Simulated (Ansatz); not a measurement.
MgO2: pressure against volume

MgO2, Pa-3, a = 4.841 Å. The structure is a Materials Project entry; whether it is the stable form wasn't checked. Ansatz: PBEsol, PAW, 420 eV, Γ-centred 6×6×6 mesh on 12 atoms, Gaussian smearing 0.02 eV; no spin polarisation. Shape and atoms are relaxed at each volume; pressure is positive in compression.

```
V (Å³/atom) P (GPa)
      8.886     9.59
      9.170     4.41
      9.453     0.00
      9.737        ?
     10.020    -6.95
```

Q: Take V0 = 9.453 Å³/atom, fit the third-order Birch–Murnaghan form to the other rows, and predict the missing pressure.

A: With the Eulerian strain f = ½[(V0/V)^(2/3) − 1] and y = P/[3f(1 + 2f)^(5/2)], the form is the line y = B0 + 1.5 B0 (B0′ − 4) f. Rows (f, y): 0.02105, 137.0; 0.01023, 136.6; -0.01904, 134.1. Means f = 0.004080, y = 135.90; Σ(Δf)² = 0.0008603, ΣΔfΔy = 0.06459; the slope is their ratio. y = 135.6 + 75.07 f GPa, so B0 = 135.6 GPa and B0′ = 4 + 2 × (75.07)/(3 × 135.6) = 4.37. At V = 9.737, f = -0.00977, y = 134.87 and P = -3.76 GPa. The run gave -3.75 GPa, so the fit is 0.01 GPa too low, within twice the rms miss on the fitted rows (0.009 GPa).

MgO2 stiffens as it is compressed: equal volume steps cost more pressure on the compressed side (9.59 GPa at the smallest volume) than the tension they release on expansion (-6.95 GPa at the largest). This is the usual behaviour of an ionic solid, in which closed-shell overlap repulsion between Mg and O rises much faster at short range than the Madelung attraction. The covalent O–O bond of the peroxide ion is far stiffer than the Mg–O contacts, so the latter probably take up most of the strain. A bulk modulus of 135.6 GPa is below that of rock-salt MgO, as expected when the doubly charged anion is a large O2 unit rather than a compact oxide ion.

The recovered pressure supports the fit as an interpolation near equilibrium. B0′ is less secure than B0, since it comes from a small slope in y over a narrow strain range and leans heavily on the single expanded row; extrapolation to strong compression remains untested.
